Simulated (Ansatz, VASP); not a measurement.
# GaN in VASP and in Ansatz

The input INCAR:

```
SYSTEM = GaN
PREC     = Accurate       ! precision mode
ENCUT    = 520            ! plane-wave cutoff, eV
EDIFF    = 1E-6           ! SCF threshold, eV
ISMEAR   = 0              ! smearing method
SIGMA    = 0.05           ! smearing width, eV
LREAL    = .False.        ! projectors in reciprocal space
LASPH    = .True.         ! aspherical terms in the spheres
NELM     = 60             ! most SCF steps
ALGO     = Normal         ! electronic algorithm
ISIF     = 2              ! what is computed and relaxed
LWAVE    = .False.        ! write WAVECAR
LCHARG   = .False.        ! write CHGCAR
GGA      = PS             ! functional
NBANDS   = 26             ! bands
```

The input KPOINTS:

```
Automatic mesh
0
Gamma
  12 12 6
  0 0 0
```

The input POSCAR:

```
GaN
1.0
    3.1825784872      0.0000000000      0.0000000000
   -1.5912892436      2.7561938194      0.0000000000
    0.0000000000      0.0000000000      5.1076446883
Ga N
2 2
Direct
    0.3333333333      0.6666666667      0.9991941071
    0.6666666667      0.3333333333      0.4991941071
    0.3333333333      0.6666666667      0.3758058929
    0.6666666667      0.3333333333      0.8758058929
```

Input for Ansatz:

```yaml
crystal:
  lattice:
    - [3.1825784872, 0.0, 0.0]
    - [-1.5912892436, 2.7561938194, 0.0]
    - [0.0, 0.0, 5.1076446883]
  atoms:
    - { symbol: Ga, position: [0.3333333333, 0.6666666667, 0.9991941071] }
    - { symbol: Ga, position: [0.6666666667, 0.3333333333, 0.4991941071] }
    - { symbol: "N", position: [0.3333333333, 0.6666666667, 0.3758058929] }
    - { symbol: "N", position: [0.6666666667, 0.3333333333, 0.8758058929] }
basis:
  ecutwfc: 420
kpoints:
  mp_grid: { grid: [12, 12, 6] }
hamiltonian:
  xc: pbesol
scf:
  occupations: { method: gaussian, width: 0.05 }
output:
  forces: true
  stress: true
  eigenvalues: true
```

Change from the starting cell: strain +0.000 along x and y, -0.015 along z, atoms carried along.

Alike in both runs: task single point; functional PBEsol; k mesh 12 × 12 × 6; occupations gaussian, width 0.05 eV; no spin polarisation.

|  | VASP | Ansatz |
| --- | --- | --- |
| version | VASP 6.6.1 | Ansatz 0.2.0 |
| potentials or method | VASP PAW PBE potentials, release 64 (Ga_d, N) | scalar-relativistic, plane waves, PAW |
| plane-wave cutoff (eV) | 520 | 420 |
| valence electrons in the cell | 36 | 36 |

Ansatz gave:

```
gap on the k mesh at the Fermi level (eV)       : 2.01
least direct gap on the mesh (eV)               : 2.01
pressure (GPa)                                  : 3.0
largest component of the traceless stress (GPa) : 4.07
rms of the force components (eV/Å)              : 0.102
```

**Question.** Estimate VASP's values.

**Answer.** gap on the k mesh at the Fermi level (eV): 2.03; least direct gap on the mesh (eV): 2.03; pressure (GPa): 2.8; largest component of the traceless stress (GPa): 4.10; rms of the force components (eV/Å): 0.099.

Atom by atom the forces differ by 0.002 eV/Å (rms over components).

Caveats: the PAW data sets were made with another functional, which shifts forces and pressure a little (VASP).
